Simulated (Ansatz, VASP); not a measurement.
# Mg: VASP beside Ansatz

```
Mg
1.0
     3.18000    0.00000    0.00000
    -1.59000    2.75396    0.00000
     0.00000    0.00000    5.16000
Mg
2
Direct
  0.33333 0.66667 0.25000
  0.66667 0.33333 0.75000
```

The cell was built by a generator and needn't be a form met in nature.

Alike in both runs: task single point; functional PBEsol; k mesh 6 × 6 × 4; occupations gaussian, width 0.1 eV; no spin polarisation.

```csv
,VASP,Ansatz
version,VASP 6.6.1,Ansatz 0.2.0
potentials or method,"VASP PAW PBE potentials, release 64 (Mg)","scalar-relativistic, plane waves, PAW"
plane-wave cutoff (eV),520,420
valence electrons in the cell,4,20
```

Ansatz gave:

* gap on the k mesh at the Fermi level (eV): none
* pressure (GPa): -0.1
* largest component of the traceless stress (GPa): 0.18

Question: What did VASP give for the same quantities?

Answer: gap on the k mesh at the Fermi level (eV): none; pressure (GPa): -0.1; largest component of the traceless stress (GPa): 0.19.

A gap of «none» marks a metal or a gap that the smearing closes. The two sets of potentials don't hold the same shells in valence. Ansatz warned: «pseudo_functional_mismatch».

Caveats: the k mesh is coarse (spacing up to 0.38 Å⁻¹), so the values aren't converged; the PAW data sets were made with another functional, which shifts forces and pressure a little (VASP).
